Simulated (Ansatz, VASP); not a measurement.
**One calculation of ZnO, two programs**

```
Zn O
1.0
     3.25474    0.00000    0.00000
    -1.62737    2.81869    0.00000
     0.00000    0.00000    5.25642
Zn O
2 2
Direct
  0.33333 0.66667 0.00162
  0.66667 0.33333 0.50162
  0.33333 0.66667 0.38048
  0.66667 0.33333 0.88048
```

Alike in both runs: functional PBE; dispersion D3(BJ); k mesh 12 × 12 × 6; occupations gaussian, width 0.02 eV; no spin polarisation.

Ansatz relaxed the structure, and its values are those at the end. VASP's run is a single point on that final structure, the one shown.

|  | VASP | Ansatz |
| --- | --- | --- |
| version | VASP 6.6.1 | Ansatz 0.2.0 |
| potentials or method | VASP PAW PBE potentials, release 64 (Zn, O) | scalar-relativistic, plane waves, PAW |
| plane-wave cutoff (eV) | 520 | 420 |
| valence electrons in the cell | 36 | 36 |

VASP gave:

| Item | Value |
| --- | --- |
| gap on the k mesh at the Fermi level (eV) | 0.76 |
| least direct gap on the mesh (eV) | 0.76 |
| pressure (GPa) | 1.0 |

**Question.** Estimate Ansatz's values.

**Answer.** gap on the k mesh at the Fermi level (eV): 0.78; least direct gap on the mesh (eV): 0.78; pressure (GPa): 0.0.
